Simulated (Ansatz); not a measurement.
# RuO2 (P4_2/mnm): band-structure transport figures

Given:

```
RuO2
1.0
    4.52308     0.00000     0.00000
    0.00000     4.52308     0.00000
    0.00000     0.00000     3.11977
Ru O
2 4
Direct
  0.50000   0.50000   0.50000
  0.00000   0.00000   0.00000
  0.80568   0.19432   0.50000
  0.19432   0.80568   0.50000
  0.30568   0.30568   0.00000
  0.69432   0.69432   0.00000
```

These are PBE, rigid bands (plane waves, PAW, scalar-relativistic; Ansatz, a first-principles code) values and carry that method's errors. Condition of this run: functional PBE, cell relaxed with it. How the cell was made: cell and atoms relaxed with PBE.

* **density of states at the Fermi level**: 3.69 states/(eV·cell), both spins
* **bare Sommerfeld coefficient**: 1.45 mJ/(mol of atoms·K²)
* **Drude plasma energy**: 3.5 eV
* **root-mean-square Fermi velocity**: 2.8e5 m/s
* **resistivity times τ**: 40 ×10⁻²² Ω·m·s

A metal at this level (no band gap); rigid bands, thermally averaged at 300 K, both spins. Spin-orbit coupling is left out. τ is one relaxation time for all states.
